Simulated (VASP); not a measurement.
# PbO (Litharge) (Pm) in VASP: notebook

Runs on PbO (Litharge). Level: PBE. Tasks: single point.

Everything below comes from runs of VASP 6.6.1. Logs are shortened: lines on timing, memory, paths and dates and some standing lists are left out, and cuts for length are marked.

## Step 1: The structure

Symmetry: Pm, No. 6, monoclinic system. Conventional cell: a = 3.990 Å, b = 3.990 Å, c = 5.108 Å, α = 90.00°, β = 101.26°, γ = 90.00°. Pb (site symmetry m) is surrounded by 4 O at 2.33 Å. Pb (site symmetry m) is surrounded by 1 O at 1.56 Å. O (site symmetry m) has 1 Pb at 1.56 Å as nearest neighbours. O (site symmetry m) has 4 Pb at 2.33 to 2.53 Å as nearest neighbours.

## Step 2: Single point, PBE

INCAR

```
  ALGO = Normal
  EDIFF = 1E-6
  ENCUT = 520
  GGA = PE
  ISIF = 2
  ISMEAR = -1
  LASPH = T
  LCHARG = F
  LREAL = F
  LWAVE = F
  NBANDS = 28
  NELM = 100
  PREC = Accurate
  SIGMA = 0.05
```

KPOINTS

```
k-points
0
Gamma
  4 4 3
```

POSCAR

```
PbO
1.0
    3.9900000000      0.0000000000      0.0000000000
    0.0000000000      3.9900000000      0.0000000000
    2.9925000000      0.0000000000      5.0100000000
Pb O
2 2
Direct
   -0.1800000000      0.5000000000      0.2400000000
   -0.0700000000      0.0000000000      0.7600000000
    0.0000000000      0.0000000000      0.0000000000
    0.5000000000      0.5000000000      0.0000000000
```

Potentials or basis: VASP PAW PBE potentials, release 64 (Pb_d, O).

On the command line:

```sh
$ cat potpaw_PBE.64/Pb_d/POTCAR potpaw_PBE.64/O/POTCAR > POTCAR
$ mpirun -np 1 vasp_std > vasp.out
```

OUTCAR:

```text
EDIFF = 1E-6
   ENCUT = 520
   GGA = PE
   ISIF = 2
   ISMEAR = -1
   LASPH = T
   LREAL = F
   NELM = 100
   PREC = Accurate

 ion  position               nearest neighbor table
   1  0.820  0.500  0.240-   4 2.33   3 2.33   3 2.33   4 2.33   2 3.28   2 3.28   2 3.84   2 3.84
                             2 3.84   2 3.84
   2  0.930  0.000  0.760-   3 1.56   4 2.53   4 2.53   1 3.28   1 3.28   1 3.84   1 3.84   1 3.84
                             1 3.84
   3  0.000  0.000  0.000-   2 1.56   1 2.33   1 2.33
   4  0.500  0.500  0.000-   1 2.33   1 2.33   2 2.53   2 2.53

  LATTYP: Found a simple monoclinic cell.
 ALAT       =     3.9900000000
 B/A-ratio  =     1.0000000000
 C/A-ratio  =     1.2802849463
 COS(beta)  =    -0.1952690303

  Lattice vectors:

 A1 = (   3.9900000000,   0.0000000000,   0.0000000000)
 A2 = (   0.0000000000,   3.9900000000,   0.0000000000)
 A3 = (  -0.9975000000,   0.0000000000,   5.0100000000)

Analysis of symmetry for initial positions (statically):
=====================================================================
 Subroutine PRICEL returns:
 Original cell was already a primitive cell.

 Routine SETGRP: Setting up the symmetry group for a
 simple monoclinic supercell.

 Subroutine GETGRP returns: Found  2 space group operations
 (whereof  2 operations were pure point group operations)
 out of a pool of  4 trial point group operations.

The static configuration has the point symmetry C_1h.

Analysis of symmetry for dynamics (positions and initial velocities):
=====================================================================
 Subroutine PRICEL returns:
 Original cell was already a primitive cell.

 Routine SETGRP: Setting up the symmetry group for a
 simple monoclinic supercell.

 Subroutine GETGRP returns: Found  2 space group operations
 (whereof  2 operations were pure point group operations)
 out of a pool of  4 trial point group operations.

The dynamic configuration has the point symmetry C_1h.

 Subroutine INISYM returns: Found  2 space group operations
 (whereof  2 operations are pure point group operations),
 and found     1 'primitive' translations

----------------------------------------------------------------------------------------

                                     Primitive cell

  volume of cell :      79.7597

  direct lattice vectors                    reciprocal lattice vectors
     3.990000000  0.000000000  0.000000000     0.250626566  0.000000000 -0.149700599
     0.000000000  3.990000000  0.000000000     0.000000000  0.250626566  0.000000000
     2.992500000  0.000000000  5.010000000     0.000000000  0.000000000  0.199600798

  length of vectors
     3.990000000  3.990000000  5.835679588     0.291931405  0.250626566  0.199600798

  position of ions in fractional coordinates (direct lattice)
     0.820000000  0.500000000  0.240000000
     0.930000000  0.000000000  0.760000000
     0.000000000  0.000000000  0.000000000
     0.500000000  0.500000000  0.000000000

  ion indices of the primitive-cell ions
   primitive index   ion index
                 1           1
                 2           2
                 3           3
                 4           4

----------------------------------------------------------------------------------------

 KPOINTS: k-points

Automatic generation of k-mesh.
 Grid dimensions read from file:
 generate k-points for:    4    4    3

 Generating k-lattice:

  Cartesian coordinates                     Fractional coordinates (reciprocal lattice)
     0.062656642  0.000000000 -0.037425150     0.250000000  0.000000000 -0.000000000
     0.000000000  0.062656642  0.000000000     0.000000000  0.250000000  0.000000000
     0.000000000  0.000000000  0.066533599     0.000000000  0.000000000  0.333333333

  Length of vectors
     0.072982851  0.062656642  0.066533599

  Shift w.r.t. Gamma in fractional coordinates (k-lattice)
     0.000000000  0.000000000  0.000000000

 Subroutine IBZKPT returns following result:
 ===========================================

 Found     21 irreducible k-points:

 Following reciprocal coordinates:
            Coordinates               Weight
  0.000000  0.000000  0.000000      1.000000
  0.250000  0.000000 -0.000000      2.000000
  0.500000  0.000000 -0.000000      1.000000
  0.000000  0.250000  0.000000      2.000000
  0.250000  0.250000 -0.000000      4.000000
  0.500000  0.250000 -0.000000      2.000000
[... 13 lines left out ...]
  0.500000  0.500000  0.333333      2.000000
 -0.250000  0.500000  0.333333      2.000000
   k-points           NKPTS =     21   k-points in BZ     NKDIM =     21   number of bands    NBANDS=     28
   number of dos      NEDOS =    301   number of ions     NIONS =      4
   total plane-waves  NPLWV =  43200
   dimension x,y,z NGX =    30 NGY =   30 NGZ =   48
   dimension x,y,z NGXF=    60 NGYF=   60 NGZF=   96
   ions per type =               2   2
   NGX,Y,Z   is equivalent  to a cutoff of  12.50, 12.50, 13.67 a.u.
   NGXF,Y,Z  is equivalent  to a cutoff of  25.00, 25.00, 27.35 a.u.
 SYSTEM =  unknown system
   PREC   = accura    normal or accurate (medium, high low for compatibility)
   ISTART =      0    job   : 0-new  1-cont  2-samecut
   ICHARG =      2    charge: 1-file 2-atom 10-const
   ISPIN  =      1    spin polarized calculation?
   LNONCOLLINEAR =      F non collinear calculations
   LSORBIT =      F    spin-orbit coupling
   LASPH  =      T    aspherical Exc in radial PAW
   ENCUT  =  520.0 eV  38.22 Ry    6.18 a.u.   7.42  7.42 10.85*2*pi/ulx,y,z
   NELM   =    100;   NELMIN=  2; NELMDL= -5     # of ELM steps
   EDIFF  = 0.1E-05   stopping-criterion for ELM
   LREAL  =      F    real-space projection
   EDIFFG = 0.1E-04   stopping-criterion for IOM
   NSW    =      0    number of steps for IOM
   IBRION =     -1    ionic relax: 0-MD 1-quasi-New 2-CG
[... 8 lines left out ...]
   EMIN   =  10.00;   EMAX   =-10.00  energy-range for DOS
   EFERMI =   0.00;   METHOD = LEGACY
   ISMEAR =    -1;   SIGMA  =   0.05  broadening in eV -4-tet -1-fermi 0-gaus
   EFERMI_NEDOS =   21; number of points for ismear=-14 and -15
   IALGO  =     38    algorithm
   IMIX   =      4    mixing-type and parameters
     AMIX     =   0.40;   BMIX     =  1.00
     AMIX_MAG =   1.60;   BMIX_MAG =  1.00
  volume/ion in A,a.u.               =      19.94       134.56
  Fermi-wavevector in a.u.,A,eV,Ry     =   1.300670  2.457909 23.017539  1.691741
  Thomas-Fermi vector in A             =   2.431853
   LORBIT       =      0    0 simple, 1 ext, 2 COOP (PROOUT), +10 PAW based schemes
   GGA     = PE    functional components
   LHFCALC =     F    Hartree Fock is set to
   AEXX    =    0.0000 exact exchange contribution
   IVDW    =     0    specifies the selected vdW correction
   LEPSILON=     F    determine dielectric tensor
   LRPA    =     F    only Hartree local field effects (RPA)
 non-spin polarized calculation
  energy-cutoff  :      520.00
  volume of cell :       79.76
 maximum number of plane-waves:      2173
 NGX is ok and might be reduce to    30

 number of electron      39.9999998 magnetization

 Free energy of the ion-electron system (eV)
  ---------------------------------------------------
  ext. energy  EPLUGINS =         0.00000000
  ---------------------------------------------------
  free energy    TOTEN  =       -15.17681563 eV

  energy without entropy =      -15.17681527  energy(sigma->0) =      -15.17681545

 E-fermi :   5.9057     XC(G=0):  -9.7707

 val. band max:        5.3092110144   @ k =   0.0000   0.0000   0.0000
 cond. band min:       6.5370951867   @ k =   0.5000   0.5000   0.3333
 fundamental gap:      1.2278841723
 Fermi energy:         5.9056538056

 k-point     1 :       0.0000    0.0000    0.0000
  band No.  band energies     occupation
      1     -17.8836      2.00000
      2     -12.2966      2.00000
      3     -11.6400      2.00000
      4     -11.5106      2.00000
      5     -11.2053      2.00000
      6     -11.1409      2.00000
[... 20 lines left out ...]
     27      13.1791      0.00000
     28      14.8965      0.00000

 k-point     2 :       0.2500    0.0000   -0.0000
  band No.  band energies     occupation
      1     -17.8765      2.00000
      2     -12.2951      2.00000
      3     -11.6411      2.00000
      4     -11.4471      2.00000
      5     -11.1917      2.00000
      6     -11.1471      2.00000
[... 20 lines left out ...]
     27      14.6602      0.00000
     28      16.4301      0.00000

 k-point     3 :       0.5000    0.0000   -0.0000
  band No.  band energies     occupation
      1     -17.8694      2.00000
      2     -12.3173      2.00000
      3     -11.6436      2.00000
      4     -11.3855      2.00000
      5     -11.1702      2.00000
      6     -11.1612      2.00000
[... 20 lines left out ...]
     27      14.9601      0.00000
     28      15.1870      0.00000

 k-point     4 :       0.0000    0.2500    0.0000
  band No.  band energies     occupation
      1     -17.8712      2.00000
      2     -12.3172      2.00000
      3     -11.6059      2.00000
      4     -11.5036      2.00000
      5     -11.1724      2.00000
      6     -11.1171      2.00000
[... 485 lines left out ...]
     27      14.5161      0.00000
     28      15.4198      0.00000

 k-point    20 :       0.5000    0.5000    0.3333
  band No.  band energies     occupation
      1     -17.8499      2.00000
      2     -12.3639      2.00000
      3     -11.5644      2.00000
      4     -11.4501      2.00000
      5     -11.1568      2.00000
      6     -11.0405      2.00000
[... 20 lines left out ...]
     27      14.5153      0.00000
     28      15.4083      0.00000

 k-point    21 :      -0.2500    0.5000    0.3333
  band No.  band energies     occupation
      1     -17.8534      2.00000
      2     -12.3503      2.00000
      3     -11.5570      2.00000
      4     -11.4725      2.00000
      5     -11.1278      2.00000
      6     -11.1024      2.00000
[... 20 lines left out ...]
     27      15.6295      0.00000
     28      16.4466      0.00000

------------------------ aborting loop because EDIFF is reached ----------------------------------------

  FORCE on cell =-STRESS in cart. coord.  units (eV):
  Direction    XX          YY          ZZ          XY          YZ          ZX
  --------------------------------------------------------------------------------------
  -------------------------------------------------------------------------------------
  Total       18.1232606      3.3122760     29.5070919      0.0000000      0.0000000     24.4417811
  in kB      364.0519825     66.5355242    592.7253132      0.0000000      0.0000000    490.9756074
  external PRESSURE =     341.1042733 kB  Pullay stress =       0.0000000 kB

 VOLUME and BASIS-vectors are now :
 -----------------------------------------------------------------------------
  energy-cutoff  :      520.00
  volume of cell :       79.76
      direct lattice vectors                 reciprocal lattice vectors
     3.990000000  0.000000000  0.000000000     0.250626566  0.000000000 -0.149700599
     0.000000000  3.990000000  0.000000000     0.000000000  0.250626566  0.000000000
     2.992500000  0.000000000  5.010000000     0.000000000  0.000000000  0.199600798

 POSITION                                       TOTAL-FORCE (eV/Angst)
 -----------------------------------------------------------------------------------
      3.99000      1.99500      1.20240         0.842384      0.000000      1.347597
      5.98500      0.00000      3.80760       -19.217835      0.000000    -22.310144
      0.00000      0.00000      0.00000        17.726344      0.000000     21.636898
      1.99500      1.99500      0.00000         0.649107      0.000000     -0.674351
 -----------------------------------------------------------------------------------
    total drift:                               -0.000423      0.000000     -0.000269

  FREE ENERGIE OF THE ION-ELECTRON SYSTEM (eV)
  ---------------------------------------------------
  free  energy   TOTEN  =       -15.1768156337 eV

  energy  without entropy=      -15.1768152661  energy(sigma->0) =      -15.17681545
```

Run time: 65 s. Hardware: 1 thread of Intel Xeon Platinum 8259CL at 2.50GHz (Skylake/Cascade Lake), shared host; peak memory 0.21 GiB.

Results:

```yaml
Free_energy: -15.1768 eV
Pressure: 34.1 GPa
Largest_force: 29.446 eV/Å
Band_gap_on_the_k_mesh: 1.23 eV, indirect (least direct gap 2.26 eV)
```

Forces in eV/Å, atoms in the order of the input:
```
Pb    0.842   0.000   1.348
Pb  -19.218   0.000 -22.310
O    17.726   0.000  21.637
O     0.649   0.000  -0.674
```

Stress tensor (GPa, compression positive):
```
36.41  0.00 49.10
 0.00  6.65  0.00
49.10  0.00 59.27
```

Levels at points of the mesh, in eV from the valence-band top:
```tsv
k point	band 18	band 19	band 20	band 21	band 22	band 23
(0.00, 0.00, 0.00)	-1.96	-1.55	0.00	2.43	4.06	5.21
(0.50, 0.00, 0.00)	-2.06	-1.66	-0.80	2.07	3.98	5.23
(0.00, 0.50, 0.00)	-2.92	-1.85	-1.52	2.59	3.31	4.94
(0.50, 0.50, 0.00)	-1.96	-1.70	-1.11	2.72	2.79	4.36
```

Caveat: the k mesh is coarse (spacing up to 0.46 Å⁻¹), so the values aren't converged; a pressure of tens of GPa on the cell as given is suspect, and the run, the potentials or the cell itself is likely at fault; spin-orbit coupling is left out, which as a rule narrows the gap of such compounds by several tenths of an eV; an odd mesh through Γ misses points on the zone boundary, where band edges often lie; forces of over 1 eV/Å show positions far from the minimum, so gaps and moduli don't describe the material at rest.

## Step 3: Single point, PBE

This run uses another cell than the first one, of the same volume but with other edges.

INCAR

```
  ALGO = Fast
  EDIFF = 1E-6
  ENCUT = 520
  GGA = PE
  ISIF = 2
  ISMEAR = -1
  ISYM = 0
  LASPH = True
  LCHARG = True
  LELF = True
  LREAL = False
  LVHAR = True
  LWAVE = False
  NBANDS = 28
  NELM = 100
  PREC = Accurate
  SIGMA = 0.05
```

KPOINTS is that of step 2.

POSCAR

```
PbO
1.0
    3.9900000000      0.0000000000      0.0000000000
    0.0000000000      3.9900000000      0.0000000000
    1.9950000000      0.0000000000      5.0100000000
Pb O
2 2
Direct
   -0.1200000000      0.5000000000      0.2400000000
    0.1200000000      0.0000000000      0.7600000000
    0.0000000000      0.0000000000      0.0000000000
    0.5000000000      0.5000000000      0.0000000000
```

Potentials or basis: VASP PAW PBE potentials, release 64 (Pb_d, O).

On the command line:

```sh
$ cat potpaw_PBE.64/Pb_d/POTCAR potpaw_PBE.64/O/POTCAR > POTCAR
$ mpirun -np 1 vasp_std > vasp.out
```

Run time: 80 s. Hardware: 1 thread of Intel Xeon Platinum 8259CL at 2.50GHz (Skylake/Cascade Lake), shared host; peak memory 0.2 GiB.

The run converged. Its results:

```yaml
Free_energy: 10.2381 eV
Pressure: 118.8 GPa
Largest_force: 141.398 eV/Å
Band_gap_on_the_k_mesh: 1.02 eV, indirect (least direct gap 2.02 eV)
```

Forces in eV/Å, atoms in the order of the input:
```
Pb     0.004    0.000    3.042
Pb     0.000    0.000 -141.398
O      0.000    0.000  139.466
O     -0.003    0.000   -1.110
```

Stress tensor (GPa, compression positive):
```
 -7.00   0.00  -0.01
  0.00  12.42   0.00
 -0.01   0.00 350.90
```

Levels at points of the mesh, in eV from the valence-band top:
```tsv
k point	band 16	band 17	band 18	band 19	band 20	band 21	band 22	band 23	band 24	band 25
(0.00, 0.00, 0.00)	-5.26	-2.36	-1.80	-1.19	0.00	2.71	3.65	4.94	5.69	6.68
(0.50, 0.00, 0.00)	-5.39	-3.04	-1.66	-1.32	-1.02	2.05	4.42	4.90	5.31	5.91
(0.00, 0.50, 0.00)	-4.03	-2.77	-2.73	-1.75	-1.12	1.98	3.08	4.99	5.59	6.13
(0.50, 0.50, 0.00)	-4.10	-2.46	-1.78	-1.31	-0.88	1.46	1.47	4.45	4.47	4.96
```

Caveat: the k mesh is coarse (spacing up to 0.42 Å⁻¹), so the values aren't converged; a pressure of tens of GPa on the cell as given is suspect, and the run, the potentials or the cell itself is likely at fault; spin-orbit coupling is left out, which as a rule narrows the gap of such compounds by several tenths of an eV; an odd mesh through Γ misses points on the zone boundary, where band edges often lie; forces of over 1 eV/Å show positions far from the minimum, so gaps and moduli don't describe the material at rest.

## Step 4: Single point, PBE

This run uses another cell than the first one, of the same volume but with other edges.

INCAR

```
SYSTEM = PbO
PREC     = Accurate       ! precision mode
ENCUT    = 520            ! plane-wave cutoff, eV
EDIFF    = 1E-6           ! SCF threshold, eV
ISMEAR   = -1             ! smearing method
SIGMA    = 0.05           ! smearing width, eV
LREAL    = .FALSE.        ! projectors in reciprocal space
LASPH    = .TRUE.         ! aspherical terms in the spheres
NELM     = 100            ! most SCF steps
ALGO     = Normal         ! electronic algorithm
ISIF     = 2              ! what is computed and relaxed
LWAVE    = .FALSE.        ! write WAVECAR
LCHARG   = .FALSE.        ! write CHGCAR
GGA      = PE             ! functional
NBANDS   = 28             ! bands
```

KPOINTS

```
Automatic mesh
0
G
  4 4 3
  0 0 0
```

POSCAR

```
PbO
1.0
    3.9900000000      0.0000000000      0.0000000000
    0.0000000000      3.9900000000      0.0000000000
    0.9975000000      0.0000000000      5.0100000000
Pb O
2 2
Direct
   -0.0600000000      0.5000000000      0.2400000000
    0.3100000000      0.0000000000      0.7600000000
    0.0000000000      0.0000000000      0.0000000000
    0.5000000000      0.5000000000      0.0000000000
```

On the command line:

```sh
$ cat potpaw_PBE.64/Pb_d/POTCAR potpaw_PBE.64/O/POTCAR > POTCAR
$ mpirun -np 1 vasp_std > vasp.out
```

Run time: 46 s. Hardware: 1 thread of Intel Xeon Platinum 8259CL at 2.50GHz (Skylake/Cascade Lake), shared host; peak memory 0.19 GiB.

Results (log left out):

- Free energy: -15.1776 eV
- Pressure: 34.1 GPa
- Largest force: 29.449 eV/Å
- Band gap on the k mesh: 0.98 eV, indirect (least direct gap 1.98 eV)

Forces on the atoms (eV/Å):
```
Pb   -0.841   0.000   1.347
Pb   19.217   0.000 -22.315
O   -17.729   0.000  21.641
O    -0.647   0.000  -0.673
```

Stress tensor (GPa, compression positive):
```
 36.41   0.00 -49.11
  0.00   6.66   0.00
-49.11   0.00  59.25
```

Levels at points of the mesh, in eV from the valence-band top:
| k point | band 17 | band 18 | band 19 | band 20 | band 21 | band 22 | band 23 | band 24 |
| --- | --- | --- | --- | --- | --- | --- | --- | --- |
| (0.00, 0.00, 0.00) | -2.38 | -1.96 | -1.56 | 0.00 | 2.43 | 4.06 | 5.21 | 5.90 |
| (0.50, 0.00, 0.00) | -3.08 | -2.09 | -1.83 | -1.70 | 2.86 | 4.13 | 5.51 | 5.52 |
| (0.00, 0.50, 0.00) | -3.26 | -2.92 | -1.85 | -1.52 | 2.59 | 3.31 | 4.94 | 6.27 |
| (0.50, 0.50, 0.00) | -2.59 | -1.46 | -1.40 | -1.01 | 0.98 | 1.15 | 4.79 | 5.13 |

Caveat: a pressure of tens of GPa on the cell as given is suspect, and the run, the potentials or the cell itself is likely at fault; spin-orbit coupling is left out, which as a rule narrows the gap of such compounds by several tenths of an eV; an odd mesh through Γ misses points on the zone boundary, where band edges often lie; forces of over 1 eV/Å show positions far from the minimum, so gaps and moduli don't describe the material at rest.

## Step 5: Overview

| cell | mesh quality | gap on the mesh (eV) | pressure (GPa) | largest force (eV/Å) |
| --- | --- | --- | --- | --- |
| Pm, 19.94 Å³/atom | coarse | 1.23 | 34.1 | 29.45 |
| Amm2, 19.94 Å³/atom | coarse | 1.02 | 118.8 | 141.40 |
| Pm, 19.94 Å³/atom | not flagged | 0.98 | 34.1 | 29.45 |

Alike in all rows: task single point; level PBE; potentials or basis VASP PAW PBE potentials, release 64 (Pb_d, O); no spin polarisation; k mesh 4 × 4 × 3; cutoff (eV) 520; smearing fermi-dirac 0.05 eV.

Caveats: some runs use coarse meshes; a pressure of tens of GPa on the cell as given is suspect, and the run, the potentials or the cell itself is likely at fault; spin-orbit coupling is left out, which as a rule narrows the gap of such compounds by several tenths of an eV; an odd mesh through Γ misses points on the zone boundary, where band edges often lie; forces of over 1 eV/Å show positions far from the minimum, so gaps and moduli don't describe the material at rest.

Absolute energies hang on the potentials; compare differences alone.
